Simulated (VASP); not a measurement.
# BN (C2/m) in VASP: notebook

The runs below take BN through single point, with PBEsol.

Program: VASP 6.6.1. These are calculated values, not measurements. Logs are shortened: lines on timing, memory, paths and dates and some standing lists are left out, and cuts for length are marked.

### 1 The cell of the first run

Symmetry: C2/m, No. 12, monoclinic system. Conventional cell: a = 4.338 Å, b = 2.504 Å, c = 7.020 Å, α = 90.00°, β = 92.15°, γ = 90.00°. B (site symmetry m) is surrounded by 3 N at 1.45 Å. Around N (site symmetry m) lie 3 B at 1.45 Å.

### 2 Single point, PBEsol (strain +0.0375 x Voigt [0, 0, 0, 1, 0, 0], atoms carried along)

INCAR reads:

```
PREC = Accurate ; ENCUT = 520
EDIFF = 1E-6 ; ISMEAR = 0
SIGMA = 0.05 ; LREAL = False
LASPH = True ; NELM = 100
ALGO = Normal ; ISIF = 2
LWAVE = False ; LCHARG = False
GGA = PS ; NBANDS = 16
```

KPOINTS reads:

```
Automatic mesh
0
Gamma
  12 12 4
```

POSCAR reads:

```
BN
1.0
    2.5043488457      0.0000000000      0.0000000000
   -1.2521744229      2.1688297203      0.0406655573
    0.0000000000      0.1316080439      7.0190956742
B N
2 2
Direct
    0.3333333333      0.6666666667      0.2500000000
    0.6666666667      0.3333333333      0.7500000000
    0.3333333333      0.6666666667      0.7500000000
    0.6666666667      0.3333333333      0.2500000000
```

Potentials or basis: VASP PAW PBE potentials, release 64 (B, N).

Run with:

```bash
> cat potpaw_PBE.64/B/POTCAR potpaw_PBE.64/N/POTCAR > POTCAR
> mpirun -np 1 vasp_std > vasp.out
```

OUTCAR:

```text
PREC = Accurate
   ENCUT = 520
   EDIFF = 1E-6
   ISMEAR = 0
   LREAL = False
   LASPH = True
   NELM = 100
   ISIF = 2
   GGA = PS

 ion  position               nearest neighbor table
   1  0.333  0.667  0.250-   4 1.45   4 1.45   4 1.45
   2  0.667  0.333  0.750-   3 1.45   3 1.45   3 1.45
   3  0.333  0.667  0.750-   2 1.45   2 1.45   2 1.45
   4  0.667  0.333  0.250-   1 1.45   1 1.45   1 1.45

  LATTYP: Found a base centered monoclinic cell.
 ALAT       =     4.3384218528
 B/A-ratio  =     0.5772488086
 C/A-ratio  =     1.6181758320
 COS(beta)  =    -0.0374868211

  Lattice vectors:

 A1 = (  -1.2521744228,  -2.1688297203,  -0.0406655573)
 A2 = (   1.2521744229,  -2.1688297203,  -0.0406655573)
 A3 = (   0.0000000000,   0.1316080439,   7.0190956742)

Analysis of symmetry for initial positions (statically):
=====================================================================
 Subroutine PRICEL returns:
 Original cell was already a primitive cell.

 Routine SETGRP: Setting up the symmetry group for a
 base centered monoclinic supercell.

 Subroutine GETGRP returns: Found  4 space group operations
 (whereof  4 operations were pure point group operations)
 out of a pool of  4 trial point group operations.

The static configuration has the point symmetry C_2h.

Analysis of symmetry for dynamics (positions and initial velocities):
=====================================================================
 Subroutine PRICEL returns:
 Original cell was already a primitive cell.

 Routine SETGRP: Setting up the symmetry group for a
 base centered monoclinic supercell.

 Subroutine GETGRP returns: Found  4 space group operations
 (whereof  4 operations were pure point group operations)
 out of a pool of  4 trial point group operations.

The dynamic configuration has the point symmetry C_2h.

 Subroutine INISYM returns: Found  4 space group operations
 (whereof  4 operations are pure point group operations),
 and found     1 'primitive' translations

----------------------------------------------------------------------------------------

                                     Primitive cell

  volume of cell :      38.1109

  direct lattice vectors                    reciprocal lattice vectors
     2.504348846  0.000000000  0.000000000     0.399305393  0.230620154 -0.004324128
    -1.252174423  2.168829720  0.040665557     0.000000000  0.461240307 -0.008648256
     0.000000000  0.131608044  7.019095674     0.000000000 -0.002672224  0.142518600

  length of vectors
     2.504348846  2.504678987  7.020329391     0.461138971  0.461321377  0.142543650

  position of ions in fractional coordinates (direct lattice)
     0.333333333  0.666666667  0.250000000
     0.666666667  0.333333333  0.750000000
     0.333333333  0.666666667  0.750000000
     0.666666667  0.333333333  0.250000000

  ion indices of the primitive-cell ions
   primitive index   ion index
                 1           1
                 2           2
                 3           3
                 4           4

----------------------------------------------------------------------------------------

 KPOINTS: Automatic mesh

Automatic generation of k-mesh.
 Grid dimensions read from file:
 generate k-points for:   12   12    4

 Generating k-lattice:

  Cartesian coordinates                     Fractional coordinates (reciprocal lattice)
     0.033275449  0.019218346 -0.000360344     0.083333333  0.000000000 -0.000000000
     0.000000000  0.038436692 -0.000720688     0.000000000  0.083333333  0.000000000
     0.000000000 -0.000668056  0.035629650     0.000000000  0.000000000  0.250000000

  Length of vectors
     0.038428248  0.038443448  0.035635912

  Shift w.r.t. Gamma in fractional coordinates (k-lattice)
     0.000000000  0.000000000  0.000000000

 Subroutine IBZKPT returns following result:
 ===========================================

 Found    164 irreducible k-points:

 Following reciprocal coordinates:
            Coordinates               Weight
  0.000000  0.000000  0.000000      1.000000
  0.083333  0.000000  0.000000      4.000000
  0.166667  0.000000  0.000000      4.000000
  0.250000  0.000000  0.000000      4.000000
  0.333333  0.000000 -0.000000      4.000000
  0.416667  0.000000 -0.000000      4.000000
[... 16 lines left out ...]
  0.333333  0.166667 -0.000000      4.000000
  0.416667  0.166667 -0.000000      4.000000
 [... further k-points ...]
   k-points           NKPTS =    164   k-points in BZ     NKDIM =    164   number of bands    NBANDS=     16
   number of dos      NEDOS =    301   number of ions     NIONS =      4
   total plane-waves  NPLWV =  21600
   dimension x,y,z NGX =    20 NGY =   20 NGZ =   54
   dimension x,y,z NGXF=    40 NGYF=   40 NGZF=  108
   ions per type =               2   2
   NGX,Y,Z   is equivalent  to a cutoff of  13.28, 13.27, 12.79 a.u.
   NGXF,Y,Z  is equivalent  to a cutoff of  26.55, 26.55, 25.58 a.u.
 SYSTEM =  unknown system
   PREC   = accura    normal or accurate (medium, high low for compatibility)
   ISTART =      0    job   : 0-new  1-cont  2-samecut
   ICHARG =      2    charge: 1-file 2-atom 10-const
   ISPIN  =      1    spin polarized calculation?
   LNONCOLLINEAR =      F non collinear calculations
   LSORBIT =      F    spin-orbit coupling
   LASPH  =      T    aspherical Exc in radial PAW
   ENCUT  =  520.0 eV  38.22 Ry    6.18 a.u.   4.66  4.66 13.05*2*pi/ulx,y,z
   NELM   =    100;   NELMIN=  2; NELMDL= -5     # of ELM steps
   EDIFF  = 0.1E-05   stopping-criterion for ELM
   LREAL  =      F    real-space projection
   EDIFFG = 0.1E-04   stopping-criterion for IOM
   NSW    =      0    number of steps for IOM
   IBRION =     -1    ionic relax: 0-MD 1-quasi-New 2-CG
   NFREE  =      0    steps in history (QN), initial steepest desc. (CG)
   ISIF   =      2    stress and relaxation
   ISYM   =      2    0-nonsym 1-usesym 2-fastsym
   POTIM  = 0.5000    time-step for ionic-motion
   TEBEG  =    0.0;   TEEND  =   0.0 temperature during run
   PSTRESS=    0.0 pullay stress
   NELECT =      16.0000    total number of electrons
   NUPDOWN=      -1.0000    fix difference up-down
   EMIN   =  10.00;   EMAX   =-10.00  energy-range for DOS
   EFERMI =   0.00;   METHOD = LEGACY
   ISMEAR =     0;   SIGMA  =   0.05  broadening in eV -4-tet -1-fermi 0-gaus
   EFERMI_NEDOS =   21; number of points for ismear=-14 and -15
   IALGO  =     38    algorithm
   IMIX   =      4    mixing-type and parameters
     AMIX     =   0.40;   BMIX     =  1.00
     AMIX_MAG =   1.60;   BMIX_MAG =  1.00
  volume/ion in A,a.u.               =       9.53        64.30
  Fermi-wavevector in a.u.,A,eV,Ry     =   1.225835  2.316492 20.445077  1.502671
  Thomas-Fermi vector in A             =   2.360858
   LORBIT       =      0    0 simple, 1 ext, 2 COOP (PROOUT), +10 PAW based schemes
   GGA     = PS    functional components
   LHFCALC =     F    Hartree Fock is set to
   AEXX    =    0.0000 exact exchange contribution
   IVDW    =     0    specifies the selected vdW correction
   LEPSILON=     F    determine dielectric tensor
   LRPA    =     F    only Hartree local field effects (RPA)
 non-spin polarized calculation
 Gauss-broadening in eV      SIGMA  =   0.05
  energy-cutoff  :      520.00
  volume of cell :       38.11
 maximum number of plane-waves:      1044
   NGX =  9   NGY =  9   NGZ = 27

 number of electron      15.9999998 magnetization

 Free energy of the ion-electron system (eV)
  ---------------------------------------------------
  ext. energy  EPLUGINS =         0.00000000
  ---------------------------------------------------
  free energy    TOTEN  =       -36.57040653 eV

  energy without entropy =      -36.57040653  energy(sigma->0) =      -36.57040653

 E-fermi :   2.0614     XC(G=0):  -9.9298

 val. band max:        1.8016686790   @ k =   0.3333   0.3333   0.5000
 cond. band min:       6.0197664853   @ k =   0.5000   0.0000   0.0000
 fundamental gap:      4.2180978063
 Fermi energy:         2.0614088805

 k-point     1 :       0.0000    0.0000    0.0000
  band No.  band energies     occupation
      1     -15.9485      2.00000
      2     -15.7513      2.00000
      3      -4.3018      2.00000
      4      -2.6455      2.00000
      5       0.4521      2.00000
      6       0.4526      2.00000
[... 8 lines left out ...]
     15      13.6192      0.00000
     16      14.6793      0.00000

 k-point     2 :       0.0833    0.0000    0.0000
  band No.  band energies     occupation
      1     -15.8127      2.00000
      2     -15.6188      2.00000
      3      -4.1152      2.00000
      4      -2.4748      2.00000
      5      -0.1060      2.00000
      6      -0.0914      2.00000
[... 8 lines left out ...]
     15      14.1360      0.00000
     16      14.1983      0.00000

 k-point     3 :       0.1667    0.0000    0.0000
  band No.  band energies     occupation
      1     -15.4125      2.00000
      2     -15.2286      2.00000
      3      -3.5620      2.00000
      4      -1.9722      2.00000
      5      -1.5230      2.00000
      6      -1.5052      2.00000
[... 8 lines left out ...]
     15      15.4880      0.00000
     16      15.5611      0.00000

 k-point     4 :       0.2500    0.0000    0.0000
  band No.  band energies     occupation
      1     -14.7742      2.00000
      2     -14.6076      2.00000
      3      -3.3233      2.00000
      4      -3.2912      2.00000
      5      -2.6677      2.00000
      6      -1.1821      2.00000
[... 8 lines left out ...]
     15      16.5293      0.00000
     16      17.7633      0.00000
[... 324 lines left out ...]
 k-point    22 :       0.2500    0.1667    0.0000
  band No.  band energies     occupation
      1     -13.6331      2.00000
      2     -13.5053      2.00000
      3      -5.1080      2.00000
      4      -5.0785      2.00000
      5      -3.0274      2.00000
      6      -2.9899      2.00000
[... 8 lines left out ...]
     15      15.9936      0.00000
     16      17.8109      0.00000

 k-point    23 :       0.3333    0.1667   -0.0000
  band No.  band energies     occupation
      1     -12.8733      2.00000
      2     -12.7895      2.00000
      3      -6.3221      2.00000
      4      -6.2733      2.00000
      5      -3.5512      2.00000
      6      -3.5092      2.00000
[... 8 lines left out ...]
     15      16.4258      0.00000
     16      19.0694      0.00000

 k-point    24 :       0.4167    0.1667   -0.0000
  band No.  band energies     occupation
      1     -12.5086      2.00000
      2     -12.4699      2.00000
      3      -6.8391      2.00000
      4      -6.7871      2.00000
      5      -3.7235      2.00000
      6      -3.6795      2.00000
[... 8 lines left out ...]
     15      16.0231      0.00000
     16      18.7594      0.00000

 [... further k-points ...]

------------------------ aborting loop because EDIFF is reached ----------------------------------------

  FORCE on cell =-STRESS in cart. coord.  units (eV):
  Direction    XX          YY          ZZ          XY          YZ          ZX
  --------------------------------------------------------------------------------------
  -------------------------------------------------------------------------------------
  Total        0.1080089      0.0790063     -0.0197826     -0.0000000     -0.0218308      0.0000000
  in kB        4.5406851      3.3214164     -0.8316582     -0.0000000     -0.9177662      0.0000000
  external PRESSURE =       2.3434811 kB  Pullay stress =       0.0000000 kB

 VOLUME and BASIS-vectors are now :
 -----------------------------------------------------------------------------
  energy-cutoff  :      520.00
  volume of cell :       38.11
      direct lattice vectors                 reciprocal lattice vectors
     2.504348846  0.000000000  0.000000000     0.399305393  0.230620154 -0.004324128
    -1.252174423  2.168829720  0.040665557     0.000000000  0.461240307 -0.008648256
     0.000000000  0.131608044  7.019095674     0.000000000 -0.002672224  0.142518600

 POSITION                                       TOTAL-FORCE (eV/Angst)
 -----------------------------------------------------------------------------------
     -0.00000      1.47879      1.78188        -0.000000      0.001802     -0.000019
      1.25217      0.82165      5.27788         0.000000     -0.001802      0.000019
     -0.00000      1.54459      5.29143        -0.000000      0.000949      0.000088
      1.25217      0.75585      1.76833         0.000000     -0.000949     -0.000088
 -----------------------------------------------------------------------------------
    total drift:                                0.000000     -0.000000     -0.000000

  FREE ENERGIE OF THE ION-ELECTRON SYSTEM (eV)
  ---------------------------------------------------
  free  energy   TOTEN  =       -36.5704065334 eV

  energy  without entropy=      -36.5704065334  energy(sigma->0) =      -36.57040653
```

It took 40 s on 1 thread of Intel Xeon 6975P-C (Granite Rapids), shared host; peak memory 0.21 GiB.

What came out:

| Item | Value |
| --- | --- |
| Free energy | -36.5704 eV |
| Pressure | 0.2 GPa |
| Band gap on the k mesh | 4.22 eV, indirect (least direct gap 4.46 eV) |

Caveat: the PAW data sets were made with another functional, which shifts forces and pressure a little; this functional lacks dispersion, which binds the layers, so the pressure and a relaxed spacing across them are unreliable. A k mesh can miss the band edges.

### 3 Single point, PBEsol (strain +0.0225 x Voigt [0, 0, 0, 1, 0, 0], atoms carried along)

INCAR reads:

```
  PREC = Accurate
  ENCUT = 520
  EDIFF = 1E-7
  ISMEAR = 0
  SIGMA = 0.05
  LREAL = False
  LASPH = True
  NELM = 100
  ALGO = Normal
  ISIF = 2
  LWAVE = False
  LCHARG = False
  GGA = PS
  NBANDS = 16
```

KPOINTS reads:

```
regular mesh
0
Gamma
  12 12 4
```

POSCAR: that of step 2 with these lines changed.

```diff
@@ -3,4 +3,4 @@
     2.5043488457      0.0000000000      0.0000000000
-   -1.2521744229      2.1688297203      0.0406655573
-    0.0000000000      0.1316080439      7.0190956742
+   -1.2521744229      2.1688297203      0.0243993344
+    0.0000000000      0.0789648263      7.0190956742
 B N
```

Potentials or basis: VASP PAW PBE potentials, release 64 (B, N).

Run with:

```bash
> cat potpaw_PBE.64/B/POTCAR potpaw_PBE.64/N/POTCAR > POTCAR
> mpirun -np 1 vasp_std > vasp.out
```

It took 44 s on 1 thread of Intel Xeon 6975P-C (Granite Rapids), shared host; peak memory 0.21 GiB.

It converged, with:

```
Free energy            : -36.5707 eV
Pressure               : 0.3 GPa
Band gap on the k mesh : 4.23 eV, indirect (least direct gap 4.51 eV)
```

Stress tensor (GPa, compression positive):
```
 0.47  0.00  0.00
 0.00  0.43 -0.05
 0.00 -0.05 -0.11
```

Levels at points of the mesh, in eV from the valence-band top:
```
           k point  band 5  band 6  band 7  band 8  band 9  band 10  band 11  band 12
(0.00, 0.00, 0.00)   -1.33   -1.33   -1.31   -1.31    4.74     9.49    11.49    11.50
(0.50, 0.00, 0.00)   -4.15   -4.12   -1.33   -0.58    4.23     5.34     9.38     9.89
(0.00, 0.50, 0.00)   -4.15   -4.11   -1.33   -0.58    4.23     5.34     9.39     9.89
(0.00, 0.00, 0.50)   -1.32   -1.32   -1.32   -1.32    6.84     6.84    11.53    11.53
(0.50, 0.00, 0.50)   -4.14   -4.14   -0.96   -0.93    4.59     4.69     9.78     9.78
(0.00, 0.50, 0.50)   -4.13   -4.13   -0.98   -0.92    4.55     4.74     9.78     9.79
```

Caveat: the PAW data sets were made with another functional, which shifts forces and pressure a little; this functional lacks dispersion, which binds the layers, so the pressure and a relaxed spacing across them are unreliable. A k mesh can miss the band edges.
